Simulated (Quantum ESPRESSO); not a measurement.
ZrC:

```
CELL_PARAMETERS angstrom
0.00000 2.36500 2.36500
2.36500 0.00000 2.36500
2.36500 2.36500 0.00000
ATOMIC_POSITIONS crystal
Zr 0.50000 0.50000 0.50000
C 0.00000 0.00000 0.00000
```

Base run:

```yaml
Program: Quantum ESPRESSO 7.5
Functional: LDA
Potentials_or_basis: GBRV 1.5 LDA
Cutoff: 612 eV
Density_cutoff: 4898 eV
k_mesh: 10 × 10 × 10
Occupations: fermi-dirac, width 0.05 eV
Spin: no spin polarisation
```

Its results: band gap on the k mesh none (metal or under the smearing width); pressure -12.5 GPa.

Question: The run is repeated on the same cell with these changes: functional from LDA to PBEsol; potentials or basis from GBRV 1.5 LDA to GBRV 1.5 PBEsol. What comes out?

Answer: Band gap on the k mesh none (metal or under the smearing width); pressure -8.6 GPa.
